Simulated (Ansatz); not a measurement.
**Pressure series in LaAlO3**

The parent structure is LaAlO3 (space group R-3c, No. 167; a = 5.3670 Å, c = 13.1080 Å (hexagonal axes)).

Cell and atoms are relaxed at each pressure.

Calculations: r2SCAN (Ansatz, an electronic-structure program; PAW; 500 eV plane waves; no spin-orbit coupling), earlier PAW set.

Notes on the quantities. enthalpy: H = E + PV relative to the base's energy.

```json
[
 {"case": "base", "lattice parameter a": "5.367 Å", "gap character": "indirect, F → Γ", "band gap": "4.38 eV", "enthalpy": "–"},
 {"case": "pressure −2 GPa", "lattice parameter a": "5.386 Å", "gap character": "indirect, F → Γ", "band gap": "4.40 eV", "enthalpy": "-0.14 eV/atom"},
 {"case": "pressure −1 GPa", "lattice parameter a": "5.376 Å", "gap character": "indirect, F → Γ", "band gap": "4.39 eV", "enthalpy": "-0.07 eV/atom"},
 {"case": "pressure 1.8 GPa", "lattice parameter a": "5.351 Å", "gap character": "indirect, F → Γ", "band gap": "4.37 eV", "enthalpy": "+0.12 eV/atom"},
 {"case": "pressure 4.2 GPa", "lattice parameter a": "5.330 Å", "gap character": "indirect, F → Γ", "band gap": "4.35 eV", "enthalpy": "+0.28 eV/atom"},
 {"case": "pressure 9 GPa", "lattice parameter a": "___", "gap character": "indirect, F → Γ", "band gap": "___", "enthalpy": "+0.60 eV/atom"},
 {"case": "pressure 18 GPa", "lattice parameter a": "5.228 Å", "gap character": "direct at Γ", "band gap": "4.24 eV", "enthalpy": "+1.18 eV/atom"},
 {"case": "pressure 30 GPa", "lattice parameter a": "–", "gap character": "direct at Γ", "band gap": "4.23 eV", "enthalpy": "+1.92 eV/atom"},
 {"case": "pressure 60 GPa", "lattice parameter a": "–", "gap character": "–", "band gap": "4.25 eV", "enthalpy": "+3.66 eV/atom"}
]
```

Complete the table.


- pressure 9 GPa, lattice parameter a: 5.292 Å
- pressure 9 GPa, band gap: 4.32 eV

Load acts through the strain it causes; cell and atoms are relaxed under it. Whether these cells are dynamically stable was not tested. Competing high-pressure phases were not computed. k-point labels follow each cell's own Brillouin zone.
